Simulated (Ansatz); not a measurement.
Runs of Ansatz 0.2.0 on Re. The structure is hexagonal, space group P6_3/mmc (No. 194). The conventional cell has a = 2.766 Å, b = 2.766 Å, c = 8.939 Å, α = 90.00°, β = 90.00°, γ = 120.00°. Re (site symmetry -6m2) is surrounded by 12 Re at 2.75 to 2.77 Å. Around Re (site symmetry -3m) lie 12 Re at 2.75 to 2.77 Å. 

```csv
task,level,potentials or basis,spin,cell,cutoff (eV),points for each segment of the path,gap on the mesh (eV),pressure (GPa)
band structure,BLYP,Ansatz PAW,off,as given,420,14,none,(b)
relaxation of cell and atoms,r2SCAN+rVV10,Ansatz PAW,off,relaxed,500,-,-,0.0
single point,PBE,Ansatz PAW,off,as given,800,-,none,(a)
band structure,PBE,Ansatz PAW,"SOC, no magnetisation",as given,420,14,none,4.0
band structure,PBEsol,Ansatz PAW,"SOC, no magnetisation",as given,420,14,none,-6.1
band structure,LDA,Ansatz PAW,"SOC, no magnetisation",as given,420,14,none,-11.8
```

Alike in all rows: k mesh 11 × 11 × 3; smearing fermi-dirac 0.05 eV.

Estimate the missing entries.

(a) 3.3; (b) 16.9.

Caveats: the PAW data sets come from PBE, with cores solved anew for the run's functional, which leaves a small shift of forces and pressure (some runs); so large a pressure means that the cell lies far from this level's equilibrium, or that cutoff or potentials fall short (some runs); spin-orbit coupling is left out, which moves the levels of the heavy elements (some runs); the plane-wave basis is chosen anew once the cell has moved, so the energies of steps on either side of that aren't comparable (some runs).

A k mesh can miss the band edges, and rows without SOC leave out spin-orbit coupling on Re.

A gap of «none» marks a metal or a gap under the smearing width.
